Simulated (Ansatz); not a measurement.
**Ag2O: do energies and stresses tell the same story?**

These are results of DFT r2SCAN, scalar-relativistic, plane waves, PAW (Ansatz), not measurements.

Cutoff 500 eV; k points 8×8×8 on the computed 6-atom cell (Γ-centred); Gaussian smearing, width 0.01 eV; no spin polarisation.

Relaxed cell: Pn-3m, a = 4.756 Å, b = 4.756 Å, c = 4.756 Å, α = 90.00°, β = 90.00°, γ = 90.00°, 6 atoms in the primitive cell.

Energies at zero smearing and pressures from the stress tensor, at volumes with shape and atoms relaxed:
```csv
V (Å³/atom),E − E(first) (meV/atom),P (GPa)
16.856,0.00,6.03
17.394,-14.58,2.75
17.932,-19.10,0.02
18.470,-15.24,-2.25
19.008,-4.43,-4.14
```

Q: Check P = −dE/dV between neighbouring volumes, and get the bulk modulus from the pressures alone.

A: With 1 eV/Å³ = 160.2 GPa:
```tsv
middle V (Å³/atom)	−ΔE/ΔV (GPa)	mean P (GPa)
17.125	4.341	4.392
17.663	1.346	1.388
18.201	-1.147	-1.112
18.739	-3.221	-3.192
```

The two differ by 0.05 GPa at most. The mean of two end pressures misses the average over a step by about ΔV² P″/12, up to 0.05 GPa here; with that taken off 0.00 GPa remains. Around V = 17.932 Å³/atom, the two neighbours give B = −V ΔP/ΔV = 17.932 × 5.00 / 1.076 = 83.3 GPa, against B0 = 82.7 GPa from the Birch–Murnaghan fit of the energies.

Cost: 6 runs of about 6.2 core-minutes in all, on Arm Neoverse V1 (shared hosts).